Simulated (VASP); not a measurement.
SnO2, 12 atoms in the cell. It takes space group Pa-3 (No. 205, cubic). The conventional cell has a = 5.116 Å, b = 5.116 Å, c = 5.116 Å, α = 90.00°, β = 90.00°, γ = 90.00°. Around Sn (site symmetry -3) lie 6 O at 2.09 Å. O (site symmetry 3) has 3 Sn at 2.09 Å as nearest neighbours. Measurements of this composition are mostly on another form, of space group No. 136.

| Property | Result |
| --- | --- |
| Program | VASP 6.6.1 |
| Task | band structure |
| Functional | PBEsol |
| Potentials or basis | VASP PAW PBE potentials, release 64 (Sn_d, O) |
| Cutoff | 520 eV |
| k mesh | 6 × 6 × 6 |
| Occupations | gaussian, width 0.02 eV |
| Spin | no spin polarisation |
| Further INCAR settings | ALGO = Normal; EDIFF = 1e-06; NBANDS = 64 |

Potentials or basis: VASP PAW PBE potentials, release 64 (Sn_d, O).

Run with:

```console
$ cat potpaw_PBE.64/Sn_d/POTCAR potpaw_PBE.64/O/POTCAR > POTCAR
$ mpirun -np 1 vasp_std > vasp.out
```

Hardware: 1 thread of Intel(R) Xeon(R) 6975P-C (Granite Rapids), with other jobs on the host.

Task: Estimate the wall time of this run.

Result: Run time: 5.5 min on 1 thread of Intel(R) Xeon(R) 6975P-C (Granite Rapids), on a shared host, peak memory 0.38 GiB. Counts: scf iterations 64, k points 24.
